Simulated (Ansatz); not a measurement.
**Ge: input, output and frames of a trajectory**

Theory: DFT PBEsol, scalar-relativistic, plane waves, PAW (Ansatz 0.2.0). The runs took a 420 eV cutoff, a shifted (0.5, 0.5, 0.5 steps) 4×4×4 mesh and Fermi–Dirac smearing (0.095 eV). The mesh is coarse. No spin polarisation.

20 atoms, starting at 1.03 times the perfect crystal's volume (space group Fmmm, not the usual structure); Langevin thermostat at 1100 K (friction 0.02 fs⁻¹), fixed cell; 28 steps of 3 fs. The run is short and not equilibrated. The crystal has no gap, and so coarse a mesh can leave errors of tens of meV/atom and of a GPa or more.

Self-consistency was reached.

The run took 35 min on 4 threads of Intel(R) Xeon(R) Processor @ 2.50GHz (Skylake/Cascade Lake) (shared host), peak memory 3.3 GiB.

Command:
```bash
ansatz run input.yaml --threads 4 --pin off --max-ram 9216MiB --backend cpu --events-out ev --progress --plain --runs-dir out
```

Input:
```yaml
crystal:
  lattice:
    - [5.2758605835, -2.8793440181, -4.9855692078]
    - [-5.2758605835, 2.8793440181, -4.9855692078]
    - [2.6379302918, 5.7586880363, 4.9855692078]
  atoms:
    - { symbol: Ge, position: [0.4236826831, 0.8236826831, 0.8] }
    - { symbol: Ge, position: [0.2236826831, 0.2236826831, 0.0] }
    - { symbol: Ge, position: [0.6236826831, 0.4236826831, 0.6] }
    - { symbol: Ge, position: [0.0236826831, 0.6236826831, 0.2] }
    - { symbol: Ge, position: [0.8236826831, 0.0236826831, 0.4] }
    - { symbol: Ge, position: [0.9763173169, 0.3763173169, 0.8] }
    - { symbol: Ge, position: [0.7763173169, 0.7763173169, 0.0] }
    - { symbol: Ge, position: [0.1763173169, 0.9763173169, 0.6] }
    - { symbol: Ge, position: [0.5763173169, 0.1763173169, 0.2] }
    - { symbol: Ge, position: [0.3763173169, 0.5763173169, 0.4] }
    - { symbol: Ge, position: [0.6545476534, 0.9636429601, 0.6181906134] }
    - { symbol: Ge, position: [0.4545476534, 0.3636429601, 0.8181906134] }
    - { symbol: Ge, position: [0.8545476534, 0.5636429601, 0.4181906134] }
    - { symbol: Ge, position: [0.2545476534, 0.7636429601, 0.0181906134] }
    - { symbol: Ge, position: [0.0545476534, 0.1636429601, 0.2181906134] }
    - { symbol: Ge, position: [0.7454523466, 0.2363570399, 0.9818093866] }
    - { symbol: Ge, position: [0.5454523466, 0.6363570399, 0.1818093866] }
    - { symbol: Ge, position: [0.9454523466, 0.8363570399, 0.7818093866] }
    - { symbol: Ge, position: [0.3454523466, 0.0363570399, 0.3818093866] }
    - { symbol: Ge, position: [0.1454523466, 0.4363570399, 0.5818093866] }
basis:
  ecutwfc: 420
kpoints:
  mp_grid: { grid: [4, 4, 4], shift: [0.5, 0.5, 0.5] }
hamiltonian:
  xc: pbesol
scf:
  occupations: { method: fermi_dirac, width: 0.0948 }
  lower_state_search: "off"
  convergence: { dr2_threshold: 1.0e-07 }
output:
  forces: true
  stress: true
md:
  timestep: 3.0
  n_steps: 28
  ensemble: nvt_langevin
  temperature: 1100.0
  initial_velocities: maxwell_boltzmann
  seed: 19468
  friction: 0.02
```

Output (its end):
```
...
Internal energy: -85064.128391 eV  (E = F + TS)
E sigma→0 (E₀):  -85064.246933 eV
Entropy (-TS):   -0.237085 eV (-11.854 meV/atom)
Fermi energy:    10.768554 eV
--- Per-component energies (eV) ---
  E_band       = -2347.767032
  E_kinetic    = 2223.193600
  E_local      = -43820.649634  (includes V_loc(G=0)·N_el)
  E_nonlocal   = 8357.617335
  E_hartree    = 19183.187913
  E_xc         = -1505.425448
  E_vxc        = -1300.783613  (∫ρ·V_xc dr)
  E_paw        = -39532.642681  (= ΣΔE_a)
  E_vpaw       = -6173.522353  (= ΣTr[D̂ρ^β])
  E_aug_tail   = 0.006141  (compensation charges beyond the density's cutoff)
  E_ewald      = -29987.774341
  E_core_change = 18.358725  (= ΣΔE_core)
  E_smearing   = -0.237085  (= −TS)
  E_closure    = 0.000000  (closes the sum)
  Σ components = -85064.365475   (vs F -85064.365475, Δ=0.00e0)
--- Forces (eV/Å), atoms counted from 1 ---
  atom   1  Ge    -0.18764168    -0.23520925     0.94969966
  atom   2  Ge     0.09647588     0.31761942     0.02842720
  atom   3  Ge    -0.44155805     0.76163331    -0.61801903
  atom   4  Ge     0.20070688    -0.54707981    -0.56812396
  atom   5  Ge    -0.83130284    -0.30958072    -0.88651854
  atom   6  Ge     0.39920015    -0.29085183     0.06109849
  atom   7  Ge     0.07839992    -0.12142660     0.02789593
  atom   8  Ge     0.52485481    -0.20497033     0.79276313
  atom   9  Ge    -0.30646450    -0.29613966    -0.32576578
  atom  10  Ge     0.43307203     0.39886763     0.39082267
  atom  11  Ge    -0.99384383     1.06399798     0.72336682
  atom  12  Ge     0.07302879     0.81650696    -0.47876559
  atom  13  Ge     0.15916252     0.06178070     0.78424094
  atom  14  Ge     0.06257736    -0.23109036    -0.34272035
  atom  15  Ge    -0.11703298     0.07478302    -0.34352221
  atom  16  Ge     0.46005006     0.62507253    -0.69058195
  atom  17  Ge    -0.99349486    -1.17760769    -0.09603843
  atom  18  Ge     1.31610040     0.51897046    -0.10203711
  atom  19  Ge    -0.31543351    -1.10671871     0.88321266
  atom  20  Ge     0.38313285    -0.11857030    -0.18944056
  max |Σ_I F_I| component: 1.33e-5 eV/Å
--- Stress (GPa, compression-positive) ---
        0.628953      -0.302743      -0.143455
       -0.302743       1.175746      -0.049861
       -0.143455      -0.049861       2.174791
  P = ⅓ Tr σ = 1.3265 GPa (13.265 kbar)
--- MD trajectory: 28 steps, t = 0.0 → 84.0 fs ---
  final state: T = 1088.0 K   F+E_penalty+E_count = -85064.36547546 eV   E_kin = 2.812670 eV
```

Frames along the run (Å, eV/Å; dE is the potential energy from the first frame):

```xyz
20
Lattice="5.276 -2.879 -4.986 -5.276 2.879 -4.986 2.638 5.759 4.986" Properties=species:S:1:pos:R:3:forces:R:3 pbc="T T T" time_fs=0.00 dE_eV=0.0000 T_K=1045
Ge    0.000    5.759   -2.230    0.000    0.000    0.005
Ge    0.000    0.000   -2.230    0.000    0.000    0.005
Ge    2.638    2.879   -2.230    0.000    0.000    0.005
Ge   -2.638    2.879   -2.230    0.000    0.000    0.005
Ge    5.276    0.000   -2.230    0.000    0.000    0.005
Ge    5.276    2.879   -2.755    0.000    0.000   -0.005
Ge    0.000    0.000   -7.741    0.000    0.000   -0.005
Ge   -2.638    5.759   -2.755    0.000    0.000   -0.005
Ge    2.638    0.000   -2.755    0.000    0.000   -0.005
Ge    0.000    2.879   -2.755    0.000    0.000   -0.005
Ge    0.000    4.450   -4.986   -0.049    0.001    0.000
Ge    2.638    4.450    0.000   -0.049    0.001    0.000
Ge    2.638    1.571   -4.986   -0.049    0.001    0.000
Ge   -2.638    1.571   -4.986   -0.049    0.001    0.000
Ge    0.000    1.571    0.000   -0.049    0.001    0.000
Ge    5.276    4.188    0.000    0.049   -0.001    0.000
Ge    0.000    1.309   -4.986    0.049   -0.001    0.000
Ge    2.638    4.188   -4.986    0.049   -0.001    0.000
Ge    2.638    1.309    0.000    0.049   -0.001    0.000
Ge    0.000    4.188    0.000    0.049   -0.001    0.000
20
Lattice="5.276 -2.879 -4.986 -5.276 2.879 -4.986 2.638 5.759 4.986" Properties=species:S:1:pos:R:3:forces:R:3 pbc="T T T" time_fs=9.00 dE_eV=0.1134 T_K=1328
Ge    0.013    5.767   -2.265   -0.229   -0.051    0.153
Ge   -0.005   -0.048   -2.233    0.014    0.054    0.033
Ge    2.611    2.884   -2.220   -0.022    0.059   -0.117
Ge   -2.647    2.928   -2.242   -0.215   -0.210    0.107
Ge    5.325    0.006   -2.221   -0.219    0.006   -0.011
Ge    5.255    2.850   -2.767    0.008    0.137    0.089
Ge   -0.043   -0.008   -7.750    0.215   -0.015   -0.011
Ge   -2.666    5.693   -2.822    0.202    0.148    0.258
Ge    2.659    0.030   -2.764   -0.032   -0.066    0.025
Ge   -0.094    2.807   -2.734    0.364    0.068   -0.129
Ge    0.013    4.487   -4.978   -0.101   -0.488    0.027
Ge    2.609    4.425    0.009    0.191    0.222   -0.055
Ge    2.648    1.553   -4.999   -0.033    0.113    0.034
Ge   -2.659    1.594   -5.001    0.080   -0.004   -0.004
Ge   -0.002    1.617    0.005   -0.035   -0.109   -0.044
Ge    5.314    4.123    0.052   -0.151    0.531   -0.159
Ge    0.041    1.313   -5.009   -0.172   -0.057    0.086
Ge    2.635    4.187   -4.965    0.056   -0.074   -0.047
Ge    2.634    1.347   -0.023    0.082   -0.270   -0.090
Ge   -0.002    4.215    0.022   -0.004    0.006   -0.146
20
Lattice="5.276 -2.879 -4.986 -5.276 2.879 -4.986 2.638 5.759 4.986" Properties=species:S:1:pos:R:3:forces:R:3 pbc="T T T" time_fs=18.00 dE_eV=0.5009 T_K=1139
Ge    0.023    5.777   -2.303   -0.484   -0.104    0.366
Ge    0.002   -0.101   -2.237    0.004    0.135    0.027
Ge    2.574    2.897   -2.219    0.000    0.084   -0.286
Ge   -2.671    2.965   -2.248   -0.491   -0.308    0.139
Ge    5.377    0.023   -2.207   -0.414   -0.052   -0.045
Ge    5.244    2.814   -2.785   -0.030    0.338    0.315
Ge   -0.083   -0.013   -7.758    0.441   -0.005   -0.041
Ge   -2.692    5.648   -2.912    0.364    0.302    0.769
Ge    2.689    0.049   -2.755   -0.082   -0.094    0.025
Ge   -0.202    2.750   -2.705    0.832    0.044   -0.264
Ge    0.012    4.527   -4.993   -0.036   -1.109    0.017
Ge    2.569    4.386    0.004    0.432    0.563   -0.147
Ge    2.648    1.512   -5.009    0.015    0.289    0.092
Ge   -2.668    1.628   -5.004    0.124   -0.031   -0.058
Ge   -0.003    1.665    0.003   -0.045   -0.234   -0.079
Ge    5.327    4.063    0.117   -0.190    1.220   -0.243
Ge    0.072    1.320   -5.025   -0.375   -0.125    0.199
Ge    2.626    4.187   -4.949    0.088   -0.185   -0.064
Ge    2.663    1.398   -0.045   -0.061   -0.655   -0.327
Ge   -0.010    4.253    0.065   -0.090   -0.072   -0.395
20
Lattice="5.276 -2.879 -4.986 -5.276 2.879 -4.986 2.638 5.759 4.986" Properties=species:S:1:pos:R:3:forces:R:3 pbc="T T T" time_fs=24.00 dE_eV=0.8148 T_K=971
Ge    0.030    5.777   -2.321   -0.581   -0.133    0.485
Ge   -0.006   -0.139   -2.230    0.026    0.194   -0.033
Ge    2.555    2.900   -2.230    0.010    0.114   -0.323
Ge   -2.678    2.981   -2.252   -0.699   -0.336    0.127
Ge    5.414    0.039   -2.191   -0.612   -0.129   -0.075
Ge    5.230    2.796   -2.796   -0.022    0.501    0.501
Ge   -0.090   -0.011   -7.764    0.500    0.005   -0.018
Ge   -2.716    5.619   -2.952    0.516    0.392    0.983
Ge    2.711    0.057   -2.749   -0.107   -0.103    0.021
Ge   -0.254    2.723   -2.673    1.121   -0.004   -0.361
Ge    0.018    4.530   -5.011    0.011   -1.341    0.024
Ge    2.546    4.374    0.001    0.593    0.694   -0.212
Ge    2.646    1.486   -5.024    0.108    0.367    0.163
Ge   -2.681    1.658   -5.010    0.200   -0.104   -0.091
Ge    0.012    1.679   -0.004   -0.153   -0.250   -0.086
Ge    5.314    4.027    0.157   -0.112    1.565   -0.262
Ge    0.095    1.332   -5.020   -0.540   -0.168    0.255
Ge    2.628    4.188   -4.939    0.085   -0.262   -0.054
Ge    2.691    1.420   -0.067   -0.146   -0.795   -0.453
Ge   -0.006    4.278    0.096   -0.196   -0.208   -0.590
20
Lattice="5.276 -2.879 -4.986 -5.276 2.879 -4.986 2.638 5.759 4.986" Properties=species:S:1:pos:R:3:forces:R:3 pbc="T T T" time_fs=33.00 dE_eV=1.3194 T_K=941
Ge    0.032    5.778   -2.350   -0.664   -0.197    0.755
Ge   -0.010   -0.179   -2.227    0.014    0.223   -0.073
Ge    2.548    2.896   -2.254   -0.060    0.235   -0.385
Ge   -2.692    2.996   -2.248   -0.825   -0.355    0.010
Ge    5.475    0.078   -2.171   -0.988   -0.254   -0.147
Ge    5.187    2.778   -2.796    0.100    0.697    0.695
Ge   -0.091   -0.002   -7.729    0.522   -0.002   -0.081
Ge   -2.754    5.581   -3.002    0.776    0.375    1.085
Ge    2.729    0.071   -2.742   -0.075   -0.123    0.006
Ge   -0.305    2.670   -2.627    1.337   -0.017   -0.403
Ge    0.016    4.522   -5.030    0.163   -1.392    0.062
Ge    2.526    4.366    0.000    0.781    0.857   -0.288
Ge    2.625    1.456   -5.053    0.547    0.434    0.331
Ge   -2.691    1.709   -5.001    0.215   -0.258   -0.154
Ge    0.037    1.679   -0.010   -0.311   -0.224   -0.047
Ge    5.280    3.989    0.232    0.018    1.847   -0.387
Ge    0.150    1.382   -5.000   -1.017   -0.308    0.295
Ge    2.614    4.181   -4.915    0.168   -0.225   -0.029
Ge    2.736    1.453   -0.128   -0.315   -0.914   -0.399
Ge    0.006    4.309    0.133   -0.388   -0.397   -0.846
20
Lattice="5.276 -2.879 -4.986 -5.276 2.879 -4.986 2.638 5.759 4.986" Properties=species:S:1:pos:R:3:forces:R:3 pbc="T T T" time_fs=42.00 dE_eV=1.7067 T_K=976
Ge    0.024    5.800   -2.369   -0.611   -0.287    1.004
Ge   -0.022   -0.197   -2.227    0.019    0.221   -0.067
Ge    2.536    2.890   -2.254   -0.120    0.421   -0.549
Ge   -2.720    3.030   -2.248   -0.723   -0.503   -0.179
Ge    5.512    0.125   -2.166   -1.187   -0.369   -0.276
Ge    5.156    2.800   -2.798    0.178    0.723    0.791
Ge   -0.080    0.015   -7.710    0.385   -0.034   -0.054
Ge   -2.773    5.535   -3.035    0.892    0.452    1.003
Ge    2.741    0.082   -2.726   -0.046   -0.109   -0.056
Ge   -0.342    2.612   -2.583    1.344   -0.016   -0.374
Ge    0.047    4.490   -5.046    0.074   -0.940    0.221
Ge    2.521    4.377    0.004    0.821    0.876   -0.279
Ge    2.614    1.440   -5.094    1.049    0.452    0.622
Ge   -2.703    1.728   -4.972    0.204   -0.261   -0.246
Ge    0.052    1.658    0.013   -0.370   -0.100   -0.054
Ge    5.243    3.982    0.293    0.080    1.621   -0.628
Ge    0.211    1.434   -4.980   -1.561   -0.385    0.305
Ge    2.593    4.161   -4.891    0.363   -0.134   -0.040
Ge    2.772    1.479   -0.190   -0.361   -1.051   -0.194
Ge    0.004    4.347    0.144   -0.430   -0.575   -0.949
20
Lattice="5.276 -2.879 -4.986 -5.276 2.879 -4.986 2.638 5.759 4.986" Properties=species:S:1:pos:R:3:forces:R:3 pbc="T T T" time_fs=51.00 dE_eV=2.0929 T_K=770
Ge    0.010    5.811   -2.388   -0.572   -0.380    1.251
Ge   -0.054   -0.221   -2.238    0.071    0.245   -0.055
Ge    2.527    2.876   -2.251   -0.216    0.726   -0.844
Ge   -2.722    3.057   -2.247   -0.746   -0.699   -0.270
Ge    5.530    0.157   -2.169   -1.312   -0.401   -0.507
Ge    5.135    2.848   -2.799    0.233    0.600    0.752
Ge   -0.088    0.027   -7.698    0.360   -0.092    0.002
Ge   -2.791    5.479   -3.039    0.967    0.578    0.671
Ge    2.755    0.082   -2.710   -0.038   -0.141   -0.136
Ge   -0.364    2.563   -2.560    1.388   -0.051   -0.321
Ge    0.062    4.436   -5.057   -0.044   -0.441    0.449
Ge    2.528    4.390    0.015    0.780    0.792   -0.216
Ge    2.605    1.431   -5.106    1.544    0.378    0.803
Ge   -2.713    1.749   -4.951    0.129   -0.274   -0.305
Ge    0.076    1.618    0.041   -0.412    0.051   -0.111
Ge    5.211    3.970    0.330    0.134    1.387   -0.880
Ge    0.261    1.482   -4.990   -2.083   -0.449    0.359
Ge    2.561    4.136   -4.886    0.660   -0.012   -0.018
Ge    2.805    1.506   -0.259   -0.431   -1.158    0.289
Ge    0.001    4.387    0.139   -0.412   -0.659   -0.913
20
Lattice="5.276 -2.879 -4.986 -5.276 2.879 -4.986 2.638 5.759 4.986" Properties=species:S:1:pos:R:3:forces:R:3 pbc="T T T" time_fs=60.00 dE_eV=2.2666 T_K=812
Ge   -0.012    5.801   -2.413   -0.575   -0.430    1.373
Ge   -0.078   -0.253   -2.251    0.117    0.286   -0.056
Ge    2.515    2.865   -2.277   -0.295    0.989   -1.085
Ge   -2.731    3.048   -2.250   -0.706   -0.708   -0.282
Ge    5.532    0.191   -2.177   -1.402   -0.473   -0.743
Ge    5.139    2.899   -2.795    0.209    0.454    0.673
Ge   -0.115    0.035   -7.645    0.425   -0.143   -0.028
Ge   -2.815    5.450   -3.036    1.021    0.460    0.393
Ge    2.763    0.061   -2.694   -0.023   -0.155   -0.206
Ge   -0.372    2.511   -2.551    1.315    0.007   -0.142
Ge    0.103    4.374   -5.061   -0.369    0.010    0.695
Ge    2.566    4.399    0.046    0.478    0.714   -0.234
Ge    2.615    1.429   -5.111    1.406    0.245    0.812
Ge   -2.721    1.775   -4.937    0.087   -0.268   -0.331
Ge    0.071    1.588    0.068   -0.328    0.093   -0.140
Ge    5.185    3.954    0.332    0.243    1.201   -1.005
Ge    0.261    1.538   -4.965   -1.918   -0.535    0.250
Ge    2.555    4.112   -4.896    0.945    0.124    0.060
Ge    2.841    1.542   -0.327   -0.419   -1.231    0.830
Ge   -0.015    4.418    0.130   -0.212   -0.640   -0.832
20
Lattice="5.276 -2.879 -4.986 -5.276 2.879 -4.986 2.638 5.759 4.986" Properties=species:S:1:pos:R:3:forces:R:3 pbc="T T T" time_fs=66.00 dE_eV=2.2445 T_K=1222
Ge   -0.034    5.781   -2.418   -0.538   -0.375    1.268
Ge   -0.085   -0.266   -2.266    0.128    0.282   -0.001
Ge    2.514    2.865   -2.305   -0.376    1.077   -1.175
Ge   -2.755    3.037   -2.243   -0.502   -0.660   -0.417
Ge    5.517    0.206   -2.201   -1.343   -0.464   -0.799
Ge    5.136    2.949   -2.777    0.255    0.240    0.486
Ge   -0.132    0.032   -7.612    0.416   -0.137   -0.022
Ge   -2.817    5.461   -3.047    0.952    0.228    0.410
Ge    2.772    0.053   -2.688   -0.039   -0.188   -0.244
Ge   -0.365    2.476   -2.541    1.080    0.125    0.031
Ge    0.138    4.323   -5.050   -0.603    0.287    0.752
Ge    2.589    4.411    0.068    0.321    0.706   -0.297
Ge    2.631    1.422   -5.121    1.211    0.184    0.854
Ge   -2.722    1.781   -4.931    0.079   -0.226   -0.352
Ge    0.068    1.563    0.100   -0.259    0.107   -0.187
Ge    5.181    3.950    0.318    0.335    1.005   -0.935
Ge    0.262    1.575   -4.938   -1.716   -0.614    0.117
Ge    2.567    4.079   -4.897    1.080    0.254    0.033
Ge    2.865    1.574   -0.367   -0.362   -1.319    1.116
Ge   -0.020    4.423    0.118   -0.119   -0.512   -0.637
20
Lattice="5.276 -2.879 -4.986 -5.276 2.879 -4.986 2.638 5.759 4.986" Properties=species:S:1:pos:R:3:forces:R:3 pbc="T T T" time_fs=75.00 dE_eV=2.2712 T_K=1008
Ge   -0.080    5.747   -2.426   -0.398   -0.319    1.136
Ge   -0.085   -0.289   -2.278    0.107    0.291    0.058
Ge    2.515    2.850   -2.354   -0.515    1.190   -1.334
Ge   -2.805    3.028   -2.247   -0.138   -0.565   -0.561
Ge    5.486    0.216   -2.226   -1.039   -0.392   -0.827
Ge    5.129    3.031   -2.732    0.365   -0.084    0.216
Ge   -0.157    0.030   -7.571    0.322   -0.138    0.012
Ge   -2.804    5.497   -3.082    0.665   -0.120    0.629
Ge    2.807    0.039   -2.682   -0.146   -0.235   -0.287
Ge   -0.343    2.436   -2.516    0.691    0.287    0.247
Ge    0.169    4.258   -5.017   -0.765    0.597    0.711
Ge    2.605    4.430    0.092    0.183    0.785   -0.430
Ge    2.667    1.406   -5.132    0.796    0.070    0.853
Ge   -2.722    1.783   -4.922    0.079   -0.167   -0.361
Ge    0.051    1.537    0.159   -0.162    0.105   -0.278
Ge    5.177    3.938    0.296    0.439    0.857   -0.843
Ge    0.267    1.632   -4.910   -1.388   -0.846   -0.033
Ge    2.587    4.020   -4.905    1.146    0.452   -0.027
Ge    2.896    1.623   -0.421   -0.280   -1.482    1.479
Ge   -0.031    4.407    0.105    0.036   -0.286   -0.360
20
Lattice="5.276 -2.879 -4.986 -5.276 2.879 -4.986 2.638 5.759 4.986" Properties=species:S:1:pos:R:3:forces:R:3 pbc="T T T" time_fs=84.00 dE_eV=2.2489 T_K=1088
Ge   -0.144    5.726   -2.420   -0.188   -0.235    0.950
Ge   -0.096   -0.313   -2.284    0.096    0.318    0.028
Ge    2.525    2.863   -2.439   -0.442    0.762   -0.618
Ge   -2.870    3.033   -2.254    0.201   -0.547   -0.568
Ge    5.467    0.202   -2.230   -0.831   -0.310   -0.887
Ge    5.137    3.105   -2.704    0.399   -0.291    0.061
Ge   -0.175    0.031   -7.519    0.078   -0.121    0.028
Ge   -2.813    5.504   -3.115    0.525   -0.205    0.793
Ge    2.853    0.044   -2.669   -0.306   -0.296   -0.326
Ge   -0.336    2.402   -2.491    0.433    0.399    0.391
Ge    0.195    4.210   -5.008   -0.994    1.064    0.723
Ge    2.612    4.434    0.089    0.073    0.817   -0.479
Ge    2.712    1.379   -5.129    0.159    0.062    0.784
Ge   -2.724    1.798   -4.926    0.063   -0.231   -0.343
Ge    0.034    1.519    0.199   -0.117    0.075   -0.344
Ge    5.180    3.954    0.284    0.460    0.625   -0.691
Ge    0.257    1.673   -4.892   -0.993   -1.178   -0.096
Ge    2.592    3.990   -4.922    1.316    0.519   -0.102
Ge    2.909    1.623   -0.423   -0.315   -1.107    0.883
Ge   -0.060    4.359    0.096    0.383   -0.119   -0.189
```